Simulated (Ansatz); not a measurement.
**BN: one atom moved over a plane**

Level of theory: DFT r2SCAN, scalar-relativistic, plane waves, PAW (Ansatz 0.2.0). The runs took a 500 eV cutoff, a Γ-centred 12×12×6 mesh and Gaussian smearing (0.05 eV). No spin polarisation. Energies are free energies at this smearing, counted from the undisturbed cell; pressure is positive in compression.

The undisturbed cell (as given, not relaxed at this level; it stands at -4.7 GPa; this wurtzite form isn't the usual structure):

```
B N
1.0
     2.55394    0.00000    0.00000
    -1.27697    2.21178    0.00000
     0.00000    0.00000    4.22685
B N
2 2
Cartesian
  1.2770 0.7373 4.2257
  0.0000 1.4745 2.1123
  1.2770 0.7373 2.6430
  0.0000 1.4745 0.5295
```

Atom 3 (N) is moved by p along (1.000, 0.000, 0.000) and q along (0.000, 0.000, 1.000) (Å), all else fixed. Points are written (p, q).

Energy above the undisturbed cell in eV/cell (a dash: not computed):

```
 p \ q  -0.450  -0.225  0.000  0.225  0.450
-0.450    7.46    4.65   2.58      ?   5.34
-0.225    3.91    1.73   0.63   1.45      ?
 0.000    2.83    0.81   0.00      ?   6.07
 0.225    3.91    1.73   0.63   1.45      ?
 0.450    7.46    4.65   2.58      ?   5.34
```

(1) Fill in the withheld energies.

## Answers

(1) (-0.450, 0.225): 2.39; (-0.225, 0.450): 5.78; (0.000, 0.225): 1.16; (0.225, 0.450): 5.78; (0.450, 0.225): 2.39.